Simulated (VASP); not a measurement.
# AlP (F-43m) in VASP: notebook

AlP is run at these levels: r2SCAN; tasks: single point.

All numbers are computed with VASP 6.6.1; they aren't measurements. Logs are shortened: lines on timing, memory, paths and dates and some standing lists are left out, and cuts for length are marked.

**Experimental background.**

From a printed reference work, data compilation, for a bulk crystal of AlP at 4.2 K: band gap 2.505 eV (indirect).

The results are compared with them further down.

### 1 The cell of the first run

The structure is cubic, space group F-43m (No. 216). Conventional cell: a = 5.478 Å, b = 5.478 Å, c = 5.478 Å, α = 90.00°, β = 90.00°, γ = 90.00°. Al (site symmetry -43m) has 4 P at 2.37 Å within 3.1 Å. P (site symmetry -43m) has 4 Al at 2.37 Å within 3.1 Å.

### 2 Single point, r2SCAN

The input, POSCAR:

```
AlP
1.0
    0.0000000000      2.7391326685      2.7391326685
    2.7391326685      0.0000000000      2.7391326685
    2.7391326685      2.7391326685      0.0000000000
Al P
1 1
Direct
    0.0000000000      0.0000000000      0.0000000000
    0.2500000000      0.2500000000      0.2500000000
```

The input, INCAR.step1:

```
PREC = Accurate
ENCUT = 550
ISMEAR = -1
SIGMA = 0.02
LREAL = F
LASPH = T
NELM = 120
NBANDS = 11
GGA = PE
ALGO = Normal
EDIFF = 1E-5
LWAVE = T
LCHARG = F
GGA_COMPAT = F
```

The input, INCAR.step2:

```
PREC = Accurate
ENCUT = 550
EDIFF = 1E-6
ISMEAR = -1
SIGMA = 0.02
LREAL = F
LASPH = T
NELM = 120
ALGO = Normal
ISIF = 2
LWAVE = F
LCHARG = F
METAGGA = R2SCAN
LMIXTAU = T
NBANDS = 11
ISTART = 1
GGA_COMPAT = F
```

The input, KPOINTS:

```
Automatic mesh
0
Gamma
  8 8 8
```

Potentials or basis: VASP PAW PBE potentials, release 64 (Al, P).

Started as:

```sh
$ cat potpaw_PBE.64/Al/POTCAR potpaw_PBE.64/P/POTCAR > POTCAR
$ cp INCAR.step1 INCAR
$ mpirun -np 1 vasp_std > vasp.out
$ cp INCAR.step2 INCAR
$ mpirun -np 1 vasp_std > vasp.out
```

OUTCAR:

```text
PREC = Accurate
   ENCUT = 550
   EDIFF = 1E-6
   ISMEAR = -1
   LREAL = F
   LASPH = T
   NELM = 120
   ISIF = 2
   METAGGA = R2SCAN
   ISTART = 1

 ion  position               nearest neighbor table
   1  0.000  0.000  0.000-   2 2.37   2 2.37   2 2.37   2 2.37
   2  0.250  0.250  0.250-   1 2.37   1 2.37   1 2.37   1 2.37

  LATTYP: Found a face centered cubic cell.
 ALAT       =     5.4782653370

  Lattice vectors:

 A1 = (   0.0000000000,   2.7391326685,   2.7391326685)
 A2 = (   2.7391326685,   0.0000000000,   2.7391326685)
 A3 = (   2.7391326685,   2.7391326685,   0.0000000000)

Analysis of symmetry for initial positions (statically):
=====================================================================
 Subroutine PRICEL returns:
 Original cell was already a primitive cell.

 Routine SETGRP: Setting up the symmetry group for a
 face centered cubic supercell.

 Subroutine GETGRP returns: Found 24 space group operations
 (whereof 24 operations were pure point group operations)
 out of a pool of 48 trial point group operations.

The static configuration has the point symmetry T_d .

Analysis of symmetry for dynamics (positions and initial velocities):
=====================================================================
 Subroutine PRICEL returns:
 Original cell was already a primitive cell.

 Routine SETGRP: Setting up the symmetry group for a
 face centered cubic supercell.

 Subroutine GETGRP returns: Found 24 space group operations
 (whereof 24 operations were pure point group operations)
 out of a pool of 48 trial point group operations.

The dynamic configuration has the point symmetry T_d .

 Subroutine INISYM returns: Found 24 space group operations
 (whereof 24 operations are pure point group operations),
 and found     1 'primitive' translations

----------------------------------------------------------------------------------------

                                     Primitive cell

  volume of cell :      41.1026

  direct lattice vectors                    reciprocal lattice vectors
     0.000000000  2.739132668  2.739132668    -0.182539534  0.182539534  0.182539534
     2.739132668  0.000000000  2.739132668     0.182539534 -0.182539534  0.182539534
     2.739132668  2.739132668  0.000000000     0.182539534  0.182539534 -0.182539534

  length of vectors
     3.873718569  3.873718569  3.873718569     0.316167747  0.316167747  0.316167747

  position of ions in fractional coordinates (direct lattice)
     0.000000000  0.000000000  0.000000000
     0.250000000  0.250000000  0.250000000

  ion indices of the primitive-cell ions
   primitive index   ion index
                 1           1
                 2           2

----------------------------------------------------------------------------------------

 KPOINTS: Automatic mesh

Automatic generation of k-mesh.
 Grid dimensions read from file:
 generate k-points for:    8    8    8

 Generating k-lattice:

  Cartesian coordinates                     Fractional coordinates (reciprocal lattice)
    -0.022817442  0.022817442  0.022817442     0.125000000  0.000000000  0.000000000
     0.022817442 -0.022817442  0.022817442     0.000000000  0.125000000  0.000000000
     0.022817442  0.022817442 -0.022817442     0.000000000  0.000000000  0.125000000

  Length of vectors
     0.039520968  0.039520968  0.039520968

  Shift w.r.t. Gamma in fractional coordinates (k-lattice)
     0.000000000  0.000000000  0.000000000

 Subroutine IBZKPT returns following result:
 ===========================================

 Found     29 irreducible k-points:

 Following reciprocal coordinates:
            Coordinates               Weight
  0.000000  0.000000  0.000000      1.000000
  0.125000  0.000000  0.000000      8.000000
  0.250000  0.000000  0.000000      8.000000
  0.375000  0.000000  0.000000      8.000000
  0.500000  0.000000  0.000000      4.000000
  0.125000  0.125000  0.000000      6.000000
[... 16 lines left out ...]
  0.500000  0.250000  0.125000     48.000000
 -0.375000  0.250000  0.125000     24.000000
 [... further k-points ...]
   k-points           NKPTS =     29   k-points in BZ     NKDIM =     29   number of bands    NBANDS=     11
   number of dos      NEDOS =    301   number of ions     NIONS =      2
   total plane-waves  NPLWV =  27000
   dimension x,y,z NGX =    30 NGY =   30 NGZ =   30
   dimension x,y,z NGXF=    60 NGYF=   60 NGZF=   60
   ions per type =               1   1
   NGX,Y,Z   is equivalent  to a cutoff of  12.87, 12.87, 12.87 a.u.
   NGXF,Y,Z  is equivalent  to a cutoff of  25.75, 25.75, 25.75 a.u.
 SYSTEM =  unknown system
   PREC   = accura    normal or accurate (medium, high low for compatibility)
   ISTART =      1    job   : 0-new  1-cont  2-samecut
   ICHARG =      0    charge: 1-file 2-atom 10-const
   ISPIN  =      1    spin polarized calculation?
   LNONCOLLINEAR =      F non collinear calculations
   LSORBIT =      F    spin-orbit coupling
   LASPH  =      T    aspherical Exc in radial PAW
   ENCUT  =  550.0 eV  40.42 Ry    6.36 a.u.   7.41  7.41  7.41*2*pi/ulx,y,z
   NELM   =    120;   NELMIN=  2; NELMDL=  0     # of ELM steps
   EDIFF  = 0.1E-05   stopping-criterion for ELM
   LREAL  =      F    real-space projection
   EDIFFG = 0.1E-04   stopping-criterion for IOM
   NSW    =      0    number of steps for IOM
   IBRION =     -1    ionic relax: 0-MD 1-quasi-New 2-CG
   NFREE  =      0    steps in history (QN), initial steepest desc. (CG)
   ISIF   =      2    stress and relaxation
   ISYM   =      2    0-nonsym 1-usesym 2-fastsym
   POTIM  = 0.5000    time-step for ionic-motion
   TEBEG  =    0.0;   TEEND  =   0.0 temperature during run
   PSTRESS=    0.0 pullay stress
   NELECT =       8.0000    total number of electrons
   NUPDOWN=      -1.0000    fix difference up-down
   EMIN   =  10.00;   EMAX   =-10.00  energy-range for DOS
   EFERMI =   0.00;   METHOD = LEGACY
   ISMEAR =    -1;   SIGMA  =   0.02  broadening in eV -4-tet -1-fermi 0-gaus
   EFERMI_NEDOS =   21; number of points for ismear=-14 and -15
   IALGO  =     38    algorithm
   IMIX   =      4    mixing-type and parameters
     AMIX     =   0.40;   BMIX     =  1.00
     AMIX_MAG =   1.60;   BMIX_MAG =  1.00
  volume/ion in A,a.u.               =      20.55       138.69
  Fermi-wavevector in a.u.,A,eV,Ry     =   0.948743  1.792864 12.246776  0.900113
  Thomas-Fermi vector in A             =   2.076960
   LORBIT       =      0    0 simple, 1 ext, 2 COOP (PROOUT), +10 PAW based schemes
   METAGGA = R2SCAN    functional components
   LHFCALC =     F    Hartree Fock is set to
   AEXX    =    0.0000 exact exchange contribution
   IVDW    =     0    specifies the selected vdW correction
   LEPSILON=     F    determine dielectric tensor
   LRPA    =     F    only Hartree local field effects (RPA)
 non-spin polarized calculation
  energy-cutoff  :      550.00
  volume of cell :       41.10
 maximum number of plane-waves:      1243
 NGX is ok and might be reduce to    30
   NGX = 15   NGY = 15   NGZ = 15

 number of electron       7.9999999 magnetization

 Free energy of the ion-electron system (eV)
  ---------------------------------------------------
  ext. energy  EPLUGINS =         0.00000000
  ---------------------------------------------------
  free energy    TOTEN  =       -17.20951168 eV

  energy without entropy =      -17.20951168  energy(sigma->0) =      -17.20951168

 E-fermi :   4.7377     XC(G=0):  -9.5912

 val. band max:        4.3158046901   @ k =   0.0000   0.0000   0.0000
 cond. band min:       6.2441737512   @ k =   0.5000   0.5000   0.0000
 fundamental gap:      1.9283690611
 Fermi energy:         4.7377194218

 k-point     1 :       0.0000    0.0000    0.0000
  band No.  band energies     occupation
      1      -7.6147      2.00000
      2       4.3158      2.00000
      3       4.3158      2.00000
      4       4.3158      2.00000
      5       8.2267      0.00000
      6       9.2771      0.00000
      7       9.2771      0.00000
      8       9.2771      0.00000
      9      13.6148      0.00000
     10      13.6148      0.00000
     11      15.4380      0.00000

 k-point     2 :       0.1250    0.0000    0.0000
  band No.  band energies     occupation
      1      -7.4368      2.00000
      2       3.1061      2.00000
      3       4.1651      2.00000
      4       4.1651      2.00000
      5       8.5523      0.00000
      6       9.5714      0.00000
      7       9.5714      0.00000
      8       9.8978      0.00000
      9      13.1371      0.00000
     10      13.1371      0.00000
     11      16.0581      0.00000

 k-point     3 :       0.2500    0.0000    0.0000
  band No.  band energies     occupation
      1      -6.9371      2.00000
      2       1.1099      2.00000
      3       3.8630      2.00000
      4       3.8630      2.00000
      5       8.1261      0.00000
      6       9.8861      0.00000
      7       9.8861      0.00000
      8      11.8524      0.00000
      9      13.1420      0.00000
     10      13.1420      0.00000
     11      15.4372      0.00000

 k-point     4 :       0.3750    0.0000    0.0000
  band No.  band energies     occupation
      1      -6.2695      2.00000
      2      -0.5811      2.00000
      3       3.6191      2.00000
      4       3.6191      2.00000
      5       7.7412      0.00000
      6       9.6849      0.00000
      7       9.6849      0.00000
      8      13.1307      0.00000
      9      14.6090      0.00000
     10      14.6090      0.00000
     11      15.7371      0.00000
[... 239 lines left out ...]
 k-point    22 :       0.3750    0.2500    0.1250
  band No.  band energies     occupation
      1      -6.5145      2.00000
      2       0.7798      2.00000
      3       2.3964      2.00000
      4       3.3879      2.00000
      5       8.5740      0.00000
      6       9.6382      0.00000
      7      10.2130      0.00000
      8      11.6358      0.00000
      9      13.2390      0.00000
     10      15.7764      0.00000
     11      18.0592      0.00000

 k-point    23 :       0.5000    0.2500    0.1250
  band No.  band energies     occupation
      1      -5.9044      2.00000
      2      -0.3654      2.00000
      3       1.8247      2.00000
      4       2.9973      2.00000
      5       8.6787      0.00000
      6       9.5691      0.00000
      7      10.8493      0.00000
      8      11.9436      0.00000
      9      14.4261      0.00000
     10      16.4164      0.00000
     11      17.8827      0.00000

 k-point    24 :      -0.3750    0.2500    0.1250
  band No.  band energies     occupation
      1      -5.5733      2.00000
      2      -0.9386      2.00000
      3       1.6898      2.00000
      4       2.8050      2.00000
      5       8.6726      0.00000
      6       9.2980      0.00000
      7      11.7169      0.00000
      8      12.5636      0.00000
      9      13.9580      0.00000
     10      16.5015      0.00000
     11      17.8130      0.00000

 [... further k-points ...]
[... 5 lines left out ...]
  --------------------------------------------------------------------------------------
  -------------------------------------------------------------------------------------
  Total       -0.0731794     -0.0731794     -0.0731794     -0.0000000      0.0000000      0.0000000
  in kB       -2.8525313     -2.8525313     -2.8525313     -0.0000000      0.0000000      0.0000000
  external PRESSURE =      -2.8525313 kB  Pullay stress =       0.0000000 kB

 VOLUME and BASIS-vectors are now :
 -----------------------------------------------------------------------------
  energy-cutoff  :      550.00
  volume of cell :       41.10
      direct lattice vectors                 reciprocal lattice vectors
     0.000000000  2.739132668  2.739132668    -0.182539534  0.182539534  0.182539534
     2.739132668  0.000000000  2.739132668     0.182539534 -0.182539534  0.182539534
     2.739132668  2.739132668  0.000000000     0.182539534  0.182539534 -0.182539534

 POSITION                                       TOTAL-FORCE (eV/Angst)
 -----------------------------------------------------------------------------------
      0.00000      0.00000      0.00000         0.000000      0.000000     -0.000000
      1.36957      1.36957      1.36957        -0.000000     -0.000000      0.000000
 -----------------------------------------------------------------------------------
    total drift:                               -0.000000     -0.000000     -0.000000

  FREE ENERGIE OF THE ION-ELECTRON SYSTEM (eV)
  ---------------------------------------------------
  free  energy   TOTEN  =       -17.2095116844 eV

  energy  without entropy=      -17.2095116844  energy(sigma->0) =      -17.20951168
```

Run time: 61 s. Hardware: 1 thread of Intel Xeon Platinum 8259CL at 2.50GHz (Skylake/Cascade Lake), shared host; peak memory 0.16 GiB.

What came out:

```
Free energy            : -17.2095 eV
Pressure               : -0.3 GPa
Band gap on the k mesh : 1.93 eV (least direct gap 3.91 eV)
```

Caveat: the PAW data sets were made with another functional, which shifts forces and pressure a little.

### 3 Single point, r2SCAN

This run uses another cell than the first one, of 19.32 Å³/atom.

The input, POSCAR:

```
AlP
1.0
    0.0000000000      2.6832163100      2.6832163100
    2.6832163100      0.0000000000      2.6832163100
    2.6832163100      2.6832163100      0.0000000000
Al P
1 1
Direct
    0.0000000000      0.0000000000      0.0000000000
    0.2500000000      0.2500000000      0.2500000000
```

The input, INCAR.step1:

```
SYSTEM = AlP
  PREC = Accurate
  ENCUT = 550
  ISMEAR = -1
  SIGMA = 0.02
  LREAL = .FALSE.
  LASPH = .TRUE.
  NELM = 120
  NBANDS = 11
  GGA = PE
  ALGO = Normal
  EDIFF = 1E-5
  LWAVE = .TRUE.
  LCHARG = .FALSE.
  GGA_COMPAT = .FALSE.
```

The input, INCAR.step2:

```
SYSTEM = AlP
  PREC = Accurate
  ENCUT = 550
  EDIFF = 1E-6
  ISMEAR = -1
  SIGMA = 0.02
  LREAL = .FALSE.
  LASPH = .TRUE.
  NELM = 120
  ALGO = Normal
  ISIF = 2
  LWAVE = .FALSE.
  LCHARG = .FALSE.
  METAGGA = R2SCAN
  LMIXTAU = .TRUE.
  NBANDS = 11
  ISTART = 1
  GGA_COMPAT = .FALSE.
```

The input, KPOINTS:

```
Automatic mesh
0
G
  10 10 10
  0 0 0
```

Potentials or basis: VASP PAW PBE potentials, release 64 (Al, P).

Started as:

```sh
$ cat potpaw_PBE.64/Al/POTCAR potpaw_PBE.64/P/POTCAR > POTCAR
$ cp INCAR.step1 INCAR
$ mpirun -np 1 vasp_std > vasp.out
$ cp INCAR.step2 INCAR
$ mpirun -np 1 vasp_std > vasp.out
```

OUTCAR:

```text
SYSTEM = AlP
   PREC = Accurate
   ENCUT = 550
   EDIFF = 1E-6
   ISMEAR = -1
   LREAL = .FALSE.
   LASPH = .TRUE.
   NELM = 120
   ISIF = 2
   METAGGA = R2SCAN
   ISTART = 1

 ion  position               nearest neighbor table
   1  0.000  0.000  0.000-   2 2.32   2 2.32   2 2.32   2 2.32
   2  0.250  0.250  0.250-   1 2.32   1 2.32   1 2.32   1 2.32

  LATTYP: Found a face centered cubic cell.
 ALAT       =     5.3664326200

  Lattice vectors:

 A1 = (   0.0000000000,   2.6832163100,   2.6832163100)
 A2 = (   2.6832163100,   0.0000000000,   2.6832163100)
 A3 = (   2.6832163100,   2.6832163100,   0.0000000000)

Analysis of symmetry for initial positions (statically):
=====================================================================
 Subroutine PRICEL returns:
 Original cell was already a primitive cell.

 Routine SETGRP: Setting up the symmetry group for a
 face centered cubic supercell.

 Subroutine GETGRP returns: Found 24 space group operations
 (whereof 24 operations were pure point group operations)
 out of a pool of 48 trial point group operations.

[... 163 lines left out ...]

 val. band max:        4.8934968378   @ k =   0.0000   0.0000   0.0000
 cond. band min:       6.7021562006   @ k =   0.5000   0.5000   0.0000
 fundamental gap:      1.8086593628
 Fermi energy:         5.2918236128

 k-point     1 :       0.0000    0.0000    0.0000
  band No.  band energies     occupation
      1      -7.4091      2.00000
      2       4.8935      2.00000
      3       4.8935      2.00000
      4       4.8935      2.00000
      5       9.3794      0.00000
      6       9.9470      0.00000
      7       9.9470      0.00000
      8       9.9470      0.00000
      9      14.2606      0.00000
     10      14.2606      0.00000
     11      16.5087      0.00000
[... 309 lines left out ...]
 k-point    24 :       0.4000    0.3000    0.0000
  band No.  band energies     occupation
      1      -5.5740      2.00000
      2       0.4068      2.00000
      3       2.6550      2.00000
      4       2.9968      2.00000
      5       7.6096      0.00000
      6       8.7596      0.00000
      7      13.8306      0.00000
      8      13.9608      0.00000
      9      16.8932      0.00000
     10      17.2276      0.00000
     11      19.7737      0.00000

 [... further k-points ...]
[... 5 lines left out ...]
  --------------------------------------------------------------------------------------
  -------------------------------------------------------------------------------------
  Total        1.4502997      1.4502997      1.4502997     -0.0000000     -0.0000000     -0.0000000
  in kB       60.1410893     60.1410893     60.1410893     -0.0000000     -0.0000000     -0.0000000
  external PRESSURE =      60.1410893 kB  Pullay stress =       0.0000000 kB

 VOLUME and BASIS-vectors are now :
 -----------------------------------------------------------------------------
  energy-cutoff  :      550.00
  volume of cell :       38.64
      direct lattice vectors                 reciprocal lattice vectors
     0.000000000  2.683216310  2.683216310    -0.186343530  0.186343530  0.186343530
     2.683216310  0.000000000  2.683216310     0.186343530 -0.186343530  0.186343530
     2.683216310  2.683216310  0.000000000     0.186343530  0.186343530 -0.186343530

 POSITION                                       TOTAL-FORCE (eV/Angst)
 -----------------------------------------------------------------------------------
      0.00000      0.00000      0.00000        -0.000000     -0.000000     -0.000000
      1.34161      1.34161      1.34161         0.000000      0.000000      0.000000
 -----------------------------------------------------------------------------------
    total drift:                               -0.000000     -0.000000     -0.000000

  FREE ENERGIE OF THE ION-ELECTRON SYSTEM (eV)
  ---------------------------------------------------
  free  energy   TOTEN  =       -17.1684780042 eV

  energy  without entropy=      -17.1684780042  energy(sigma->0) =      -17.16847800
```

Run time: 87 s. Hardware: 1 thread of Intel Xeon Platinum 8259CL at 2.50GHz (Skylake/Cascade Lake), shared host; peak memory 0.17 GiB.

Results:

* Free energy: -17.1685 eV
* Pressure: 6.0 GPa
* Band gap on the k mesh: 1.81 eV (least direct gap 4.10 eV)

Levels at points of the mesh, in eV from the valence-band top:
| k point | band 1 | band 2 | band 3 | band 4 | band 5 | band 6 | band 7 | band 8 | band 9 |
| --- | --- | --- | --- | --- | --- | --- | --- | --- | --- |
| (0.00, 0.00, 0.00) | -12.30 | 0.00 | 0.00 | 0.00 | 4.49 | 5.05 | 5.05 | 5.05 | 9.37 |
| (0.50, 0.00, 0.00) | -10.42 | -5.91 | -0.82 | -0.82 | 3.54 | 5.23 | 5.23 | 9.12 | 12.34 |
| (0.50, 0.50, 0.00) | -9.68 | -5.62 | -2.29 | -2.29 | 1.81 | 2.83 | 12.46 | 12.46 | 12.99 |

Caveat: the cell stands under pressure; the PAW data sets were made with another functional, which shifts forces and pressure a little. A k mesh can miss the band edges.

(Part 1 of 2 ends here.)
